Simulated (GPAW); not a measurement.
Runs of GPAW 26.7.0 on CdS. The structure is cubic, space group Fm-3m (No. 225). The conventional cell has a = 5.506 Å, b = 5.506 Å, c = 5.506 Å, α = 90.00°, β = 90.00°, γ = 90.00°. Cd (site symmetry m-3m) has 6 S at 2.75 Å as nearest neighbours. Around S (site symmetry m-3m) lie 6 Cd at 2.75 Å. Measurements of this composition are mostly on another form, of space group No. 186.

```csv
task,level,potentials or basis,spin,cell,k mesh,cutoff (eV),smearing,maxiter,data set,band path,band points,older calculator (legacy_gpaw),grid spacing,other keys,mesh quality,gap on the mesh (eV),pressure (GPa)
electron localisation function,PBE,"JTH PAW 2.0, PBE, pw",off,as given,8 × 8 × 8,600,fermi-dirac 0.05 eV,150,"Cd jth, S jth",-,-,-,-,-,not flagged,0.25,-0.7
single point,PBE,"GPAW PAW data sets (gpaw-data 1.2.1), pw",off,"atoms moved at random, drawn with an rms of 0.05 Å",8 × 8 × 8,600,fermi-dirac 0.05 eV,150,-,-,-,-,-,-,not flagged,0.25,-0.6
single point,PBE,"GPAW PAW data sets (gpaw-data 1.2.1), pw",off,as given,8 × 8 × 8,600,fermi-dirac 0.05 eV,150,-,-,-,-,-,-,not flagged,0.24,-0.7
band structure,vdW-DF2,"GPAW PAW data sets (gpaw-data 1.2.1), lcao:dzp",off,volume scaled by 0.92,8 × 8 × 8,-,fermi-dirac 0.05 eV,150,-,"GXWKGLUWLK,UX",60,-,0.18 Å,-,not flagged,(a),-
single point,M06-L+D4,"GPAW PAW data sets (gpaw-data 1.2.1), fd","collinear, ferromagnetic start",as given,7 × 7 × 7,-,fixed,80,-,-,-,yes,0.16 Å,"several, not listed",not flagged,1.41,-
```

Estimate the missing entries.

(a) 0.28.

Caveats: the PAW data sets were made with another functional, which shifts forces and pressure a little (some runs); the program truncates these outside data sets (some runs); the basis of atomic orbitals isn't converged, which shifts pressures, moduli and gaps (some runs); an odd mesh through Γ misses points on the zone boundary, where band edges often lie (some runs).

A k mesh can miss the band edges, and the runs leave out spin-orbit coupling on Cd.
